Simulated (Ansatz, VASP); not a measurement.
## Two plane-wave programs on C

```
C
1.0
     2.46494    0.00000    0.00000
    -1.23247    2.13470    0.00000
     0.00000    0.00000    6.73437
C
4
Direct
  0.00000 0.00000 0.75000
  0.00000 0.00000 0.25000
  0.33333 0.66667 0.75000
  0.66667 0.33333 0.25000
```

Alike in both runs: functional PBE; dispersion D3(BJ); k mesh 21 × 21 × 6; occupations gaussian, width 0.1 eV; no spin polarisation.

Ansatz relaxed the structure, and its values are those at the end. VASP's run is a single point on that final structure, the one shown.

```csv
,VASP,Ansatz
version,VASP 6.6.1,Ansatz 0.2.0
potentials or method,"VASP PAW PBE potentials, release 64 (C)","scalar-relativistic, plane waves, PAW"
plane-wave cutoff (eV),520,420
valence electrons in the cell,16,16
```

Ansatz gave:

| Item | Value |
| --- | --- |
| gap on the k mesh at the Fermi level (eV) | none |
| pressure (GPa) | 0.0 |

Task: Estimate VASP's values.

Result: gap on the k mesh at the Fermi level (eV): none; pressure (GPa): 0.5.

A gap of «none» marks a metal or a gap that the smearing closes. The functional is the same, so the differences come from potentials, cutoffs and numerics.
